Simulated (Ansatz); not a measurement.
A run of Ansatz 0.2.0 is set up as follows.

Contents of input.yaml:

```yaml
crystal:
  lattice:
    - [5.0803194, 0.0, 0.0]
    - [0.0, 5.16486745, 0.0]
    - [0.0, 0.0, 4.89088365]
  atoms:
    - { symbol: Hf, position: [0.22259082, 0.78179958, 0.27206794] }
    - { symbol: Hf, position: [0.72259082, 0.71820042, 0.72793206] }
    - { symbol: Hf, position: [0.77740918, 0.21820042, 0.27206794] }
    - { symbol: Hf, position: [0.27740918, 0.28179958, 0.72793206] }
    - { symbol: O, position: [0.18681532, 0.16364878, 0.10453462] }
    - { symbol: O, position: [0.68681532, 0.33635122, 0.89546538] }
    - { symbol: O, position: [0.81318468, 0.83635122, 0.10453462] }
    - { symbol: O, position: [0.31318468, 0.66364878, 0.89546538] }
    - { symbol: O, position: [0.0, 0.5, 0.48905445] }
    - { symbol: O, position: [0.5, 0.0, 0.51094555] }
    - { symbol: O, position: [0.0, 0.0, 0.57562499] }
    - { symbol: O, position: [0.5, 0.5, 0.42437501] }
hamiltonian:
  xc: pbe
  pseudopotentials: { kind: paw }
kpoints:
  mp_grid: { grid: [5, 5, 6] }
scf:
  occupations: { method: gaussian, width: 0.012 }
output:
  forces: true
  stress: true
  eigenvalues: true
```

Potentials or basis: Ansatz PAW.

The run is started by

```sh
$ ansatz run input.yaml --threads 4 --pin off --max-ram 11264MiB --backend cpu --events-out ev --progress --plain --runs-dir out
```

Task: Predict the band gap on the k mesh.

Result: 3.86 eV, direct.

Task: What does it give for the pressure?

Result: 9.9 GPa.

Task: Estimate the largest force.

Result: 0.184 eV/Å.

Stress tensor (GPa, compression positive):
```
 9.38  0.00  0.00
 0.00 10.10  0.00
 0.00  0.00 10.37
```

Caveat: odd divisions of the mesh miss points on the zone boundary, where band edges often lie, so the gap on the mesh can be too wide; the pressure holds a Pulay correction of +0.9 GPa for the finite cutoff; spin-orbit coupling is left out, which moves the levels of the heavy elements. As with any semilocal functional, this PBE gap is likely too small.
